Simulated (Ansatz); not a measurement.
# HfN: the cost of one run

Method: DFT PBE, scalar-relativistic, plane waves, PAW, in Ansatz 0.2.0.

### Step 1. The system as given

Symmetry: P-6m2, No. 187, hexagonal system. Conventional cell: a = 3.060 Å, b = 3.060 Å, c = 2.987 Å, α = 90.00°, β = 90.00°, γ = 120.00°. Hf (site symmetry -6m2) has 6 N at 2.31 Å as nearest neighbours. N (site symmetry -6m2) has 6 Hf at 2.31 Å as nearest neighbours.

As a file:

```
CELL_PARAMETERS angstrom
3.06028 0.00000 0.00000
-1.53014 2.65028 0.00000
0.00000 0.00000 2.98668
ATOMIC_POSITIONS crystal
Hf 0.00000 0.00000 0.00000
N 0.66667 0.33333 0.50000
```

A structure generator made this guess: species swapped into a database cell of WC (P-6m2, No. 187), with Hf on the W sites and N on the C sites. Lengths come from tabulated atomic sizes and are only a guess.

### Step 2. Probe: one point on a coarse mesh

input.yaml

```yaml
crystal:
  lattice:
    - [3.06028063, 0.0, 0.0]
    - [-1.53014031, 2.65028077, 0.0]
    - [0.0, 0.0, 2.98668233]
  atoms:
    - { symbol: Hf, position: [0.0, 0.0, 0.0] }
    - { symbol: "N", position: [0.66666667, 0.33333333, 0.5] }
basis:
  ecutwfc: 420
kpoints:
  mp_grid: { grid: [6, 6, 6] }
hamiltonian:
  xc: pbe
scf:
  occupations: { method: gaussian, width: 0.1 }
  lower_state_search: "off"
output:
  forces: true
  stress: true
  eigenvalues: true
```

Launch:

```console
$ ansatz run input.yaml --threads 1 --pin off --max-ram 2560MiB --backend cpu --events-out ev --progress --plain --runs-dir out
```

Q: Estimate wall time and peak memory on 1 thread of Arm Neoverse V1, shared host.

About 1.5 s, with a peak of 0.26 GiB.
